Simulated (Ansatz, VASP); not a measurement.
Pt in VASP and in Ansatz

The input INCAR:

```
SYSTEM = Pt
ALGO     = Normal         ! electronic algorithm
EDIFF    = 1E-6           ! SCF threshold, eV
ENCUT    = 520            ! plane-wave cutoff, eV
GGA      = PS             ! functional
ISIF     = 2              ! what is computed and relaxed
ISMEAR   = 0              ! smearing method
LASPH    = .True.         ! aspherical terms in the spheres
LCHARG   = .False.        ! write CHGCAR
LREAL    = .False.        ! projectors in reciprocal space
LWAVE    = .False.        ! write WAVECAR
NBANDS   = 17             ! bands
NELM     = 60             ! most SCF steps
PREC     = Accurate       ! precision mode
SIGMA    = 0.15           ! smearing width, eV
```

File KPOINTS:

```
k-points
0
Gamma
  18 18 10
  0 0 0
```

Contents of POSCAR:

```
Pt
1.0
    2.5536156946      0.0000000000      0.0000000000
   -1.2768078473      2.2114960630      0.0000000000
    0.0000000000      0.0000000000      4.7921340000
Pt
2
Direct
    0.6666666667      0.3333333333      0.7500000000
    0.3333333333      0.6666666667      0.2500000000
```

Input for Ansatz:

```yaml
crystal:
  lattice:
    - [2.5536156946, 0.0, 0.0]
    - [-1.2768078473, 2.211496063, 0.0]
    - [0.0, 0.0, 4.792134]
  atoms:
    - { symbol: Pt, position: [0.6666666667, 0.3333333333, 0.75] }
    - { symbol: Pt, position: [0.3333333333, 0.6666666667, 0.25] }
basis:
  ecutwfc: 420
kpoints:
  mp_grid: { grid: [18, 18, 10] }
hamiltonian:
  xc: pbesol
scf:
  occupations: { method: gaussian, width: 0.15 }
output:
  forces: true
  stress: true
  eigenvalues: true
```

Change from the starting cell: strain -0.0750 x Voigt [1, 1, 0, 0, 0, 0], atoms carried along.

Alike in both runs: task single point; functional PBEsol; k mesh 18 × 18 × 10; occupations gaussian, width 0.15 eV; no spin polarisation.

|  | VASP | Ansatz |
| --- | --- | --- |
| version | VASP 6.6.1 | Ansatz 0.2.0 |
| potentials or method | VASP PAW PBE potentials, release 64 (Pt) | scalar-relativistic, plane waves, PAW |
| plane-wave cutoff (eV) | 520 | 420 |
| valence electrons in the cell | 20 | 36 |

VASP gave:

| Item | Value |
| --- | --- |
| gap on the k mesh at the Fermi level (eV) | none |
| pressure (GPa) | 49.5 |
| largest component of the traceless stress (GPa) | 30.37 |

Q: Which values does Ansatz return?

A: gap on the k mesh at the Fermi level (eV): none; pressure (GPa): 49.7; largest component of the traceless stress (GPa): 30.33.

A gap of «none» marks a metal or a gap that the smearing closes. The two sets of potentials don't hold the same shells in valence.

Caveats: so large a pressure means that the cell lies far from this level's equilibrium, or that cutoff or potentials fall short (VASP); the potentials were made for another functional, which shifts forces and pressure (VASP). The runs have no spin-orbit coupling, so splittings on Pt are missing.
